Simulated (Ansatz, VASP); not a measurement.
# HfO2: VASP beside Ansatz

```
Hf O
1.0
     0.00000    2.55750    2.55750
     2.55750    0.00000    2.55750
     2.55750    2.55750    0.00000
Hf O
1 2
Direct
  0.00000 0.00000 0.00000
  0.25000 0.25000 0.25000
  0.75000 0.75000 0.75000
```

Measurements of this composition are mostly on another form, of space group No. 14.

Alike in both runs: task single point; functional PBE; k mesh 5 × 5 × 5; no spin polarisation.

|  | VASP | Ansatz |
| --- | --- | --- |
| version | VASP 6.6.1 | Ansatz 0.2.0 |
| potentials or method | VASP PAW PBE potentials, release 64 (Hf_pv, O) | plane waves, PAW |
| plane-wave cutoff (eV) | 520 | 420 |
| occupations | gaussian, width 0.01 eV | fixed |
| valence electrons in the cell | 22 | 38 |

VASP gave:

| Property | Result |
| --- | --- |
| gap on the k mesh at the Fermi level (eV) | 4.01 |

Problem. Estimate Ansatz's values.

Solution. gap on the k mesh at the Fermi level (eV): 4.02.

The two sets of potentials don't hold the same shells in valence.

Caveats: the k mesh is coarse (spacing up to 0.43 Å⁻¹), so the values aren't converged; spin-orbit coupling is left out, which moves the levels of the heavy elements; an odd mesh through Γ misses points on the zone boundary, where band edges often lie. Expect the measured gap to be larger: semilocal functionals such as PBE lack the derivative discontinuity.
